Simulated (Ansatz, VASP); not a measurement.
## Ga in VASP and in Ansatz

```
CELL_PARAMETERS angstrom
0.00000 2.11909 2.11909
2.11909 0.00000 2.11909
2.11909 2.11909 0.00000
ATOMIC_POSITIONS crystal
Ga 0.00000 0.00000 0.00000
```

Alike in both runs: task single point; functional PBE; k mesh 8 × 8 × 8; occupations gaussian, width 0.05 eV; no spin polarisation.

|  | VASP | Ansatz |
| --- | --- | --- |
| version | VASP 6.6.1 | Ansatz 0.2.0 |
| potentials or method | VASP PAW PBE potentials, release 64 (Ga_d) | scalar-relativistic, plane waves, PAW |
| plane-wave cutoff (eV) | 520 | 420 |
| valence electrons in the cell | 13 | 13 |

Ansatz gave:

```
gap on the k mesh at the Fermi level (eV) : none
pressure (GPa)                            : 0.0
```

**Question.** What did VASP give for the same quantities?

**Answer.** gap on the k mesh at the Fermi level (eV): none; pressure (GPa): 0.1.

A gap of «none» marks a metal or a gap that the smearing closes. With one functional, cell and mesh, what is left measures potentials, basis and numerics.
